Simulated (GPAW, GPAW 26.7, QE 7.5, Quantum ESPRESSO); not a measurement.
# Lattice parameter of cubic ZrV2: PBEsol relaxations compared with LDA and rVV10

## What was measured

The reference is a structure determination by diffraction on the cubic compound ZrV$_2$, space group $Fd\bar{3}m$: "Structure and physical properties of compound Zr V2" (Physics of Metals and Metallography 46 52 1978; Crystallography Open Database). It gives a cubic edge of 7.43 Å; I let no margin below 0.01 Å decide anything. The volume per atom follows from the same edge and is therefore no second observation. The temperature is not given with the value. From memory, this is the C15 Laves phase, in which both kinds of atom sit on positions fixed by symmetry, so the edge is the only structural quantity to compare. The compound also takes up hydrogen readily, which widens the lattice; the composition of the sample is not given with the value.

| compared with | measured | method |
| --- | --- | --- |
| a (Å) | 7.43 | structure determination by diffraction |
| volume per atom (Å³) | 17.0905 | from the measured cell |

Conditions are those given with the value in the passage it was taken from; "not stated" means there, and the paper may say more elsewhere. The values are a selection: others may have been left out beforehand as unlike or outlying.

## Approach

I want the equilibrium edge of the stoichiometric cubic phase, from a full relaxation of the six-atom primitive cell. Success means $a$ within 0.5 % and the volume per atom within 1.5 %, which is the same demand expressed in volume. Half a per cent is strict enough to expose the usual overbinding of LDA, yet leaves room for thermal and zero-point expansion, which I put at a few tenths of a per cent for such a stiff metal and do not calculate.

I go straight to PBEsol, a gradient functional made for the equilibrium volumes of solids. LDA is no cheaper in any way that matters here and should give too small a cell; it serves later as the neighbouring level for scale. PBEsol has a known weakness of its own: it tends to make 3d metals too small, and vanadium is two thirds of the atoms. I therefore expect an edge somewhat short of the measured one. Mesh and cutoff are tested towards tighter settings before I judge the functional.

System: ZrV2; Fd-3m (no. 227), 6 atoms in the primitive cell; every run starts from another database entry of the same phase; structure from the Crystallography Open Database.

## 1. PBEsol with tighter mesh and cutoff

A Laves phase of two early transition metals has a structured density of states near the Fermi level, so the k-mesh needs a real test. The ultrasoft potentials call for one in the cutoff as well. I run PBEsol on an 8×8×8 mesh, then once with a denser mesh and once with both plane-wave cutoffs raised. All three start ferromagnetic, so that a moment can survive if the functional wants one; I expect it to vanish. I also expect the edge to move by far less than the 0.5 % of the target in both tests.

**Run 1.** QE 7.5: PBEsol, Quantum ESPRESSO with GBRV 1.5 ultrasoft, ferromagnetic start, cell and ions relaxed, cutoff 544 eV, k-mesh 8×8×8, smearing 0.05 eV, density cutoff 3265 eV.

Key lines of the input:
```
&control
  calculation = 'vc-relax'
  forc_conv_thr = 3.89e-04
  etot_conv_thr = 1.0e-4
  nstep = 60
/
&system
  ecutwfc = 40
  ecutrho = 240
  occupations = 'smearing'
  smearing = 'fd'
  degauss = 0.00367
  nspin = 2
  starting_magnetization(2) = 0.40
/
&electrons
  conv_thr = 3.0e-08
  mixing_beta = 0.4
  electron_maxstep = 120
/
&ions
/
&cell
  press_conv_thr = 0.15
/
ATOMIC_SPECIES
  Zr 91.224 zr_pbesol_v1.uspp.F.UPF
  V 50.941 v_pbesol_v1.4.uspp.F.UPF
[... cell and positions ...]
K_POINTS automatic
  8 8 8 0 0 0
```

Command:
```
OMP_NUM_THREADS=1 mpirun -n 8 pw.x -nk 8 -in pw.in > pw.x.log
```

Selected lines of the output:
```
     absolute magnetization    =    13.00 Bohr mag/cell
     absolute magnetization    =     0.00 Bohr mag/cell
```

Converged; 3.8 min on 8 cores of Arm Neoverse V2, shared host.

**Run 2.** QE 7.5: PBEsol, Quantum ESPRESSO with GBRV 1.5 ultrasoft, ferromagnetic start, cell and ions relaxed, cutoff 544 eV, k-mesh 10×10×10, smearing 0.05 eV, density cutoff 3265 eV.

Key lines of the input, as changed from run 1:
```diff
  K_POINTS automatic
-   8 8 8 0 0 0
+   10 10 10 0 0 0
```

Selected lines of the output:
```
     absolute magnetization    =     0.00 Bohr mag/cell
```

Converged; 4.6 min of wall time.

**Run 3.** QE 7.5: PBEsol, Quantum ESPRESSO with GBRV 1.5 ultrasoft, ferromagnetic start, cell and ions relaxed, cutoff 735 eV, k-mesh 8×8×8, smearing 0.05 eV, density cutoff 4408 eV.

Key lines of the input, as changed from run 1:
```diff
  &system
-   ecutwfc = 40
-   ecutrho = 240
+   ecutwfc = 54
+   ecutrho = 324
```

Selected lines of the output:
```
     absolute magnetization    =     0.00 Bohr mag/cell
```

Converged; 4.3 min of wall time.

| quantity | run 1 | run 2 | run 3 | measured |
| --- | --- | --- | --- | --- |
| a (Å) | 7.2559 | 7.2551 | 7.2558 | 7.43 |
| volume per atom (Å³) | 15.917 | 15.912 | 15.916 | 17.0905 |
| largest shift (Å) | 0.0000 | 0.0000 | 0.0000 |  |
| pressure (GPa) | 0.007 | 0.001 | 0.010 |  |

PBEsol misses clearly: 7.2559 Å against 7.43 Å is 2.3 % too short, and the volume is 6.9 % too small. The denser mesh and the higher cutoffs each move the edge by less than 0.001 Å, so neither explains a gap of 0.174 Å. The moment present at the start is gone in the final calculation of all three runs, so a ferromagnetic expansion isn't available at this level either.

I expected a short cell, but not this short. Thermal and zero-point expansion would account for a few tenths of a per cent, and PBEsol's usual shortfall in 3d metals for perhaps one per cent more. The remainder may lie in the vanadium or zirconium potential, in the functional, or in the measured cell.

## 2. A second program and a softer functional

I test the potentials by running LDA twice, with the same ultrasoft family and with GPAW's own PAW setups. The comparison is made at LDA and carries over to PBEsol only as an indication, but a gross fault in the ultrasoft description should show up there. The LDA cell also gives the neighbouring level for scale; I expect it about one per cent shorter than PBEsol.

The third run is rVV10, chosen for its less binding exchange and not because dispersion should matter in this metal. It should give a longer edge than PBEsol and show how much of the gap a change of functional can close. I don't expect it to reach 7.43 Å.

**Run 4.** QE 7.5: LDA, Quantum ESPRESSO with GBRV 1.5 ultrasoft, ferromagnetic start, cell and ions relaxed, cutoff 544 eV, k-mesh 8×8×8, smearing 0.05 eV, density cutoff 3265 eV.

Key lines of the input, as changed from run 1:
```diff
  ATOMIC_SPECIES
-   Zr 91.224 zr_pbesol_v1.uspp.F.UPF
-   V 50.941 v_pbesol_v1.4.uspp.F.UPF
+   Zr 91.224 zr_lda_v1.uspp.F.UPF
+   V 50.941 v_lda_v1.4.uspp.F.UPF
```

Selected lines of the output:
```
     absolute magnetization    =     0.00 Bohr mag/cell
```

Converged; 3 min of wall time.

**Run 5.** GPAW 26.7: LDA, GPAW with GPAW PAW setups, ferromagnetic start, cell and ions relaxed, cutoff 700 eV, k-mesh 8×8×8, smearing 0.05 eV.

Key lines of the input:
```
magmoms=[0.0, 0.0, 2.0, 2.0, 2.0, 2.0], ...
atoms.calc = GPAW(mode=PW(700), xc="LDA", kpts={"size": (8, 8, 8), "gamma": True},
                  occupations=FermiDirac(0.05), convergence={"density": 1e-6}, maxiter=150, txt="gpaw.txt")
atoms.set_constraint(FixSymmetry(atoms))
opt = BFGS(FrechetCellFilter(atoms), trajectory="relax.traj")
done = opt.run(fmax=0.01, steps=60)
```

Command:
```
OMP_NUM_THREADS=1 mpirun -n 8 gpaw python run.py > run.log
```

Selected lines of the output:
```
converged: True
cell: [ 5.07938  5.07938  5.07938 60.      60.      60.     ]
```

Converged; 3 min of wall time.

**Run 6.** QE 7.5: rVV10, Quantum ESPRESSO with GBRV 1.5 ultrasoft, ferromagnetic start, cell and ions relaxed, cutoff 544 eV, k-mesh 8×8×8, smearing 0.05 eV, density cutoff 3265 eV.

Key lines of the input, as changed from run 1:
```diff
  &system
+   input_dft = 'rvv10'
  ATOMIC_SPECIES
-   Zr 91.224 zr_pbesol_v1.uspp.F.UPF
-   V 50.941 v_pbesol_v1.4.uspp.F.UPF
+   Zr 91.224 zr_pbe_v1.uspp.F.UPF
+   V 50.941 v_pbe_v1.4.uspp.F.UPF
```

Selected lines of the output:
```
     absolute magnetization    =     0.00 Bohr mag/cell
```

Converged; 3.6 min of wall time.

| quantity | run 4 | run 5 | run 6 | measured |
| --- | --- | --- | --- | --- |
| a (Å) | 7.1806 | 7.1833 | 7.3780 | 7.43 |
| volume per atom (Å³) | 15.426 | 15.444 | 16.734 | 17.0905 |
| largest shift (Å) | 0.0000 | 1.06e-15 | 0.0000 |  |
| pressure (GPa) | 0.019 | −0.020 | −0.004 |  |

The two LDA cells, 7.1806 Å with the ultrasoft potentials and 7.1833 Å with GPAW's setups, differ by 0.0027 Å. That rules out a gross fault of the ultrasoft description at LDA and makes one unlikely at PBEsol, whose potentials are separate files. LDA lies about one per cent below PBEsol, as I had supposed, and misses the measured edge by more than 3 %.

rVV10 gives 7.3780 Å, which is 0.122 Å longer than PBEsol and closes about 70 % of the gap. It still misses both targets, with the edge 0.7 % short and the volume 2.1 % too small. This run also uses PBE potentials in place of the PBEsol ones, so the shift belongs to functional and potentials together. A test of mesh and cutoffs for rVV10 is not shown in this report.

The choice of functional thus matters far more than any numerical setting I tested. But the better agreement of rVV10 doesn't make it the sounder level for this metal, since agreement with a single measured edge can also come from errors that cancel. If the sample held some hydrogen or was off stoichiometry, that edge could be too long for pure ZrV$_2$; this is conjecture. In both ultrasoft runs the initial moment has again vanished at the end, so magnetism offers no way out.

## All runs against the measurement

| run | settings | a (Å) | deviation | volume per atom (Å³) | deviation | cost |
| --- | --- | --- | --- | --- | --- | --- |
| 1 | QE: PBEsol, Quantum ESPRESSO with GBRV 1.5 ultrasoft, cutoff 544 eV, k-mesh 8×8×8, density cutoff 3265 eV | 7.2559 | −0.1741 (−2.3 %) | 15.917 | −1.173 (−6.9 %) | 30 core-min |
| 2 | QE: PBEsol, QE GBRV, k 10×10×10 | 7.2551 | −0.1749 (−2.4 %) | 15.912 | −1.179 (−6.9 %) | 37 core-min |
| 3 | QE: PBEsol, QE GBRV, 735 eV | 7.2558 | −0.1742 (−2.3 %) | 15.916 | −1.174 (−6.9 %) | 35 core-min |
| 4 | QE: LDA, Quantum ESPRESSO with GBRV 1.5 ultrasoft, cutoff 544 eV, k-mesh 8×8×8, density cutoff 3265 eV | 7.1806 | −0.2494 (−3.4 %) | 15.426 | −1.664 (−9.7 %) | 24 core-min |
| 5 | GPAW: LDA, GPAW with GPAW PAW setups, cutoff 700 eV, k-mesh 8×8×8 | 7.1833 | −0.2467 (−3.3 %) | 15.444 | −1.646 (−9.6 %) | 24 core-min |
| 6 | QE: rVV10, Quantum ESPRESSO with GBRV 1.5 ultrasoft, cutoff 544 eV, k-mesh 8×8×8, density cutoff 3265 eV | 7.3780 | −0.0520 (−0.7 %) | 16.734 | −0.356 (−2.1 %) | 29 core-min |
|  | measured | 7.43 |  | 17.0905 |  |  |

Further runs on the same system, made beside this series (convergence steps with loose settings among them):

| further | settings | a (Å) | deviation | volume per atom (Å³) | deviation | cost |
| --- | --- | --- | --- | --- | --- | --- |
| F1 | QE: PBEsol-D3(BJ), QE GBRV | 7.1496 | −0.2804 (−3.8 %) | 15.228 | −1.863 (−10.9 %) | 27 core-min |
| F2 | QE: vdW-DF-cx, Quantum ESPRESSO with GBRV 1.5 ultrasoft, ferromagnetic start, cutoff 544 eV, k-mesh 8×8×8, density cutoff 3265 eV | 7.2634 | −0.1666 (−2.2 %) | 15.967 | −1.124 (−6.6 %) | 35 core-min |
| F3 | QE: rev-vdW-DF2, QE GBRV | 7.2963 | −0.1337 (−1.8 %) | 16.184 | −0.906 (−5.3 %) | 32 core-min |
| F4 | QE: PBEsol, QE GBRV, k 4×4×4 | 7.2606 | −0.1694 (−2.3 %) | 15.948 | −1.143 (−6.7 %) | 9.5 core-min |
| F5 | QE: PBEsol, QE GBRV, no spin | 7.2559 | −0.1741 (−2.3 %) | 15.917 | −1.174 (−6.9 %) | 11 core-min |
| F6 | QE: PBEsol, QE GBRV, k 6×6×6 | 7.2567 | −0.1733 (−2.3 %) | 15.922 | −1.168 (−6.8 %) | 15 core-min |
|  | measured | 7.43 |  | 17.0905 |  |  |

## Conclusion

PBEsol, the level I committed to, misses both targets clearly. Its edge of 7.2559 Å is 2.3 % short of the measured 7.43 Å and its volume 6.9 % too small, at a cost of 30 core-minutes.

The mesh and cutoff tests mattered most, because they show that the miss isn't numerical. The spin-polarised start was an expense without effect: the non-magnetic run gives the same edge for 11 core-minutes. The LDA comparison between two programs makes a gross fault of the potentials unlikely, though the PBEsol files are separate ones.

All levels shown give too short an edge. rVV10 comes nearest, 0.7 % short, and still misses; I don't take that as proof of better physics in a metal. Adding D3 to PBEsol shortens the cell further, to 7.1496 Å.

I had conjectured that hydrogen or a deviation from stoichiometry lengthened the measured edge. Three other database entries agree with it within 0.3 %, which leaves little room for a peculiarity of one sample, though not for one common to all.

Thermal and zero-point expansion, missing from the static cell, should lengthen it by a few tenths of a per cent. Most of the PBEsol miss therefore remains, and I ascribe it chiefly to overbinding of the vanadium-rich lattice. That agrees in sign with the functional's known tendency in 3d metals. The size exceeds the roughly one per cent I had allowed, but that allowance was probably too small: PBEsol is known to make vanadium metal itself markedly too small. This cause is argued from general knowledge, not shown by the runs. Plain PBE, which usually gives longer edges than PBEsol, is the natural next test.

[Logs are printed without paths, hosts, clocks, repeated set-up lines and the standing remarks that a program may print on its own settings, such as how far it seeks lower states.]

[The runs shown are a pick from a larger set of finished runs; failed, doubtful and other runs were left out of it ahead of writing. So were measured values far from every level or from commonly accepted values, and agreement can look better than it is. Lines of input and output are excerpts and may be shortened.]
